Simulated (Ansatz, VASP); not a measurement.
# One calculation of TaN, two programs

Contents of INCAR:

```
PREC = Accurate
ENCUT = 600
EDIFF = 1E-6
ISMEAR = 0
SIGMA = 0.1
LREAL = F
LASPH = T
NELM = 100
ALGO = Normal
ISIF = 3
LWAVE = F
LCHARG = F
GGA = PE
IBRION = 2
NSW = 100
EDIFFG = -0.005
```

File KPOINTS:

```
regular mesh
0
Gamma
  18 18 14
```

File POSCAR:

```
TaN
1.0
    2.9379988584      0.0000000000      0.0000000000
   -1.4689994292      2.5443816477      0.0000000000
    0.0000000000      0.0000000000      2.8830000000
Ta N
1 1
Direct
    0.3333333333      0.6666666667      0.5000000000
    0.0000000000      0.0000000000      0.0000000000
```

Input for Ansatz:

```yaml
crystal:
  lattice:
    - [2.938, 0.0, 0.0]
    - [-1.469, 2.5443826363, 0.0]
    - [0.0, 0.0, 2.883]
  atoms:
    - { symbol: Ta, position: [0.3333333333, 0.6666666667, 0.5] }
    - { symbol: "N", position: [0.0, 0.0, 0.0] }
basis:
  ecutwfc: 420
kpoints:
  mp_grid: { grid: [18, 18, 14] }
hamiltonian:
  xc: pbe
scf:
  occupations: { method: gaussian, width: 0.1 }
output:
  forces: true
  stress: true
  eigenvalues: true
relax:
  adjacent_minimum: "off"
  f_tol: 0.005
  max_steps: 80
  cell: { stress_tol: 0.05 }
```

Alike in both runs: task relaxation of cell and atoms; functional PBE; k mesh 18 × 18 × 14; occupations gaussian, width 0.1 eV; no spin polarisation.

|  | VASP | Ansatz |
| --- | --- | --- |
| version | VASP 6.6.1 | Ansatz 0.2.0 |
| potentials or method | VASP PAW PBE potentials, release 64 (Ta_pv, N) | scalar-relativistic, plane waves, PAW |
| plane-wave cutoff (eV) | 600 | 420 |
| valence electrons in the cell | 16 | 18 |

```csv
,VASP,Ansatz,Ansatz less VASP
"gap on the k mesh at the Fermi level, each at its own relaxed structure (eV)",none,none,-
relaxed volume (Å³/atom),10.94,10.92,-0.016
relaxed cell length with the largest relative difference (Å),2.900,2.898,-0.0019
energy change over the relaxation (meV/atom),-3,-2,+0.6
```

A gap of «none» marks a metal or a gap that the smearing closes. The two sets of potentials don't hold the same shells in valence.

The runs have no spin-orbit coupling, so splittings on Ta are missing. PBE usually gives volumes a little too large and moduli too small. Zero-point motion and thermal expansion aren't in these numbers.
